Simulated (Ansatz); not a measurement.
Runs of Ansatz 0.2.0 on HfN. The structure is cubic, space group Fm-3m (No. 225). The conventional cell has a = 4.512 Å, b = 4.512 Å, c = 4.512 Å, α = 90.00°, β = 90.00°, γ = 90.00°. Hf (site symmetry m-3m) is surrounded by 6 N at 2.26 Å. N (site symmetry m-3m) has 6 Hf at 2.26 Å as nearest neighbours. 

| task | level | k mesh | points for each segment of the path | mesh quality | gap on the mesh (eV) | pressure (GPa) | V0 of scaled cells (Å³/atom) | B0 (GPa) |
| --- | --- | --- | --- | --- | --- | --- | --- | --- |
| single point | PBE0 | 8 × 8 × 8 | - | not flagged | none | 2.1 | - | - |
| equation of state | PBE0 | 6 × 6 × 6 | - | coarse | - | - | 11.54 | (a) |
| equation of state | HSE06 | 6 × 6 × 6 | - | coarse | - | - | 11.54 | 286 |
| band structure | HSE06 | 8 × 8 × 8 | 4 | not flagged | none | 2.0 | - | - |

Alike in all rows: potentials or basis Ansatz PAW; no spin polarisation; cell as given; cutoff (eV) 420; smearing fermi-dirac 0.05 eV.

Fill in the values left out.

(a) 287.

Caveats: some runs use coarse meshes; the PAW data sets come from PBE, with cores solved anew for the run's functional, which leaves a small shift of forces and pressure (some runs); the thresholds are loose for stress (some runs); the PAW data sets were made with another functional, which shifts forces and pressure a little (some runs); spin-orbit coupling is left out, which moves the levels of the heavy elements (some runs).

A k mesh can miss the band edges, and the runs leave out spin-orbit coupling on Hf.

A gap of «none» marks a metal or a gap under the smearing width.
